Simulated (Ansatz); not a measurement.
# Hf, one cell by several methods

```yaml
crystal:
  lattice:
    - [0.00000, 2.24240, 2.24240]
    - [2.24240, 0.00000, 2.24240]
    - [2.24240, 2.24240, 0.00000]
  atoms:
    - { symbol: Hf, position: [0.00000, 0.00000, 0.00000] }
```

Conventional cell: a = 4.485 Å, b = 4.485 Å, c = 4.485 Å, α = 90.00°, β = 90.00°, γ = 90.00°. Hf (atom 1) is surrounded by 12 Hf at 3.17 Å.

The structure comes from a relaxation in the same program, started in the fcc type, and has space group Fm-3m. Whether it is a known phase or the ground state wasn't checked.

No spin–orbit coupling, which matters for the heavy atoms here.

Methods: DFT, PBE, PAW with Ansatz's default frozen-core files, scalar-relativistic (Ansatz 0.2.0); DFT, PBE, all-electron PAW with datasets made for the crystal, scalar-relativistic (Ansatz 0.2.0); DFT, PBE, all-electron LAPW, scalar-relativistic (Ansatz 0.2.0).

For PAW: a Γ-centred 13×13×13 k mesh, Fermi–Dirac smearing of 0.05 eV, cutoff 420 eV, no spin polarisation. The crystal-made all-electron datasets (AE datasets) take a cutoff of 400 eV at this cell. LAPW targets a basis error of 0.25 meV/atom. The Ansatz runs share mesh, smearing and spin set-up. Plane-wave (PAW) pressures include the program's estimate of the Pulay term.

Stress and pressure are positive in compression.

Levels count from the Fermi level.

| quantity | PAW | AE datasets | LAPW |
| --- | --- | --- | --- |
| pressure (GPa) | 0.01 | 0.03 | 0.03 |
| highest filled level at K (eV) | -1.419 | -1.419 | -1.419 |
| lowest empty level at K (eV) | 0.826 | 0.826 | 0.826 |
| highest filled level at U (eV) | -1.419 | -1.419 | -1.419 |
| lowest empty level at U (eV) | 0.826 | 0.826 | 0.826 |
| highest filled level at W (eV) | -0.385 | -0.385 | -0.385 |
| lowest empty level at W (eV) | 2.484 | 2.485 | 2.485 |

PAW's pressure differs from the LAPW value by -0.02 GPa. Datasets made for the crystal and LAPW share parts of one code, so their agreement isn't an independent check.
